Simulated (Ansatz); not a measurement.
Stoichiometric slabs of InP (Fm-3m (No. 225)), cut along different planes. They are 8 to 11 Å thick, cut from the relaxed bulk and then relaxed; γ is the mean of both faces, φ the top face's.

```
In P
1.0
     0.00000    2.77016    2.77016
     2.77016    0.00000    2.77016
     2.77016    2.77016    0.00000
In P
1 1
Direct
  0.00000 0.00000 0.00000
  0.50000 0.50000 0.50000
```

Level of theory: Ansatz 0.2.0, DFT PBE, scalar-relativistic, plane waves, PAW. Cutoff 420 eV, k spacing 0.19 to 0.25 Å⁻¹, dipole correction; spin where the bulk is magnetic.

| slab | cell (Å²) | γ as cut (J/m²) | γ relaxed (J/m²) | φ (eV) | bulk gap (eV) |
| --- | --- | --- | --- | --- | --- |
| (100), InP/InP | 15.3 | 0.36 | 0.31 | 4.62 | 0.0 |
| (110), InP/InP | 21.7 | 0.63 | 0.56 | 4.75 | 0.0 |

(1) Estimate γ for (111), In/P (cell 13.3 Å², bulk gap 0.0 eV).

(2) Which of these faces must appear on a crystal's equilibrium shape?

Where a slab's two faces differ, γ is their mean, each face has its own, which moves with the chemical potentials, and such polar cuts usually reconstruct, which these small cells can't show; the order above holds for the means.

## Answers

(1) 1.11 J/m² as cut and 1.03 J/m² relaxed, the highest of the 3.

(2) By Wulff's rule each face lies at a distance from the centre in proportion to its γ, so the lowest, (100), InP/InP at 0.31 J/m², lies nearest and is sure to appear among those computed; areas also depend on angles and on how many equivalent faces there are.

The reference crystal is the rock-salt form of InP, which isn't its usual structure.